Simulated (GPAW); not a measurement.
**Ti in GPAW: tuning MPI ranks**

Input of the first run (MPI ranks 1); the others differ in this setting and in those tied to it:

run.py

```python
from ase.dft.bandgap import bandgap
from ase.io import read, write
from ase.units import GPa
from ase.parallel import parprint
from gpaw import GPAW, PW

atoms = read('Ti.xyz')

calc = GPAW(mode=PW(600),
            xc='LDA',
            kpts={'size': (7, 7, 9), 'gamma': True},
            occupations={'name': 'fermi-dirac', 'width': 0.05},
            nbands=34,
            convergence={'density': 1e-05, 'energy': 1e-05},
            maxiter=100,
            txt='gpaw.txt')
atoms.calc = calc
energy = atoms.get_potential_energy()
forces = atoms.get_forces()
stress = atoms.get_stress()
calc.write('gs.gpw')
write('result.traj', atoms)
parprint(f'Energy: {energy:.6f} eV')
parprint('Forces (eV/A):')
parprint(forces.round(4))
parprint('Stress (GPa):', (stress / GPa).round(3))
parprint('Fermi level:', round(calc.get_fermi_level(), 4), 'eV')
parprint(f'Gap: {bandgap(calc)[0]:.4f} eV, direct: {bandgap(calc, direct=True)[0]:.4f} eV')
```

Contents of Ti.xyz:

```xyz
3
Lattice="4.5673748306 0.0000000000 0.0000000000 -2.2836874153 3.9554626319 0.0000000000 0.0000000000 0.0000000000 2.8262442700" Properties=species:S:1:pos:R:3 pbc="T T T"
Ti     2.2836874155      1.3184875438      1.4131221350
Ti    -0.0000000002      2.6369750881      1.4131221350
Ti     0.0000000000      0.0000000000      0.0000000000
```

Potentials or basis: the program's PAW data sets (release 1.2.1) made for this functional, pw.

Run with:

```sh
$ OMP_NUM_THREADS=1 mpirun -n 1 gpaw python run.py
```

This isn't the form of Ti at room conditions, which is hcp.

Hardware: Arm Neoverse N1.

```
MPI ranks  energy less the last converged row (meV/atom)  SCF cycles  wall time (s)
        1                                           0.00          11             82
        2                                           0.00          11             44
        4                                           0.00          11             25
        8                                           0.00          11             15
       16                                           0.00          11             11
       24                                           0.00          11            9.2
       32                                           0.00          11            8.1
       48                                           0.00          11            7.4
```

Fastest here: 48 (7.4 s), level within noise with 32; slowest of those that converged: 1 (82 s). These are single runs, one after another on one machine, so differences under about a fifth mean little.
